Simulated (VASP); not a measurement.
The system is Sn.

```
Sn
1.0
     0.00000    3.23334    3.23334
     3.23334    0.00000    3.23334
     3.23334    3.23334    0.00000
Sn
2
Direct
  0.75000 0.75000 0.75000
  0.50000 0.50000 0.50000
```

This isn't the form of Sn at room conditions, which is tetragonal (white tin).

| Quantity | Value |
| --- | --- |
| Program | VASP 6.6.1 |
| Task | relaxation of cell and atoms |
| Functional | PBEsol |
| Potentials or basis | VASP PAW PBE potentials, release 64 (Sn_d) |
| Cutoff | 600 eV |
| k mesh | 6 × 6 × 6 |
| Occupations | fermi-dirac, width 0.05 eV |
| Spin | no spin polarisation |

At the start: pressure 1.6 GPa; volume 33.80 Å³/atom.

**Question.** Where does the relaxation end?

**Answer.** Over 5 steps the energy falls by 5.6 meV/atom and the volume is 34.97 Å³/atom (+3.4 %); space group Fd-3m (No. 227, to 0.05 Å).

The path:
```tsv
step	energy change (eV)	largest force (eV/Å)	pressure (GPa)	volume (Å³)
1	0.0000	0.0000	1.56	67.61
2	-0.0097	0.0000	-0.49	70.89
3	-0.0112	0.0000	-0.07	69.98
4	-0.0112	0.0000	0.09	69.87
5	-0.0112	0.0000	-0.04	69.93
```

Final structure:
```
CELL_PARAMETERS angstrom
0.00000 3.27001 3.27001
3.27001 0.00000 3.27001
3.27001 3.27001 0.00000
ATOMIC_POSITIONS crystal
Sn 0.75000 0.75000 0.75000
Sn 0.50000 0.50000 0.50000
```

Caveat: the PAW data sets were made with another functional, which shifts forces and pressure a little.
